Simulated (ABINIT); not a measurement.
The system is SnO.

```xyz
4
Lattice="3.8137 0.0000 0.0000 0.0000 3.8137 0.0000 0.0000 0.0000 4.8869" Properties=species:S:1:pos:R:3 pbc="T T T"
Sn    1.9068    0.0000    3.7367
Sn    0.0000    1.9068    1.1503
O     0.0000    0.0000    0.0000
O     1.9068    1.9068    0.0000
```

The cell is a database's computed one.

Base run:

| Item | Value |
| --- | --- |
| Program | ABINIT 10.8.3 (patched build) |
| Functional | AM05 |
| Potentials or basis | JTH PAW PBE v2.0 |
| Cutoff | 762 eV |
| k mesh | 7 × 7 × 6 |
| Occupations | fermi-dirac, width 0.05 eV |
| Spin | no spin polarisation |

Its results: band gap on the k mesh 0.41 eV, indirect (least direct gap 2.00 eV); pressure -0.9 GPa; largest force 0.015 eV/Å.

Problem. After a change of settings the same cell gave: band gap on the k mesh 0.38 eV, indirect (least direct gap 2.05 eV); pressure 4.6 GPa; largest force 0.486 eV/Å. Which change was it?
A. functional from AM05 to PBE
B. functional from AM05 to revPBE
C. functional from AM05 to LDA
D. functional from AM05 to PBEsol

Solution. B.

revPBE binds less tightly than AM05, so the same cell stands under more pressure.

Caveats: the PAW data sets were made with another functional, which shifts forces and pressure a little; spin-orbit coupling is left out, which moves the levels of the heavy elements; the mesh misses the band edges, which the band path finds closer together.
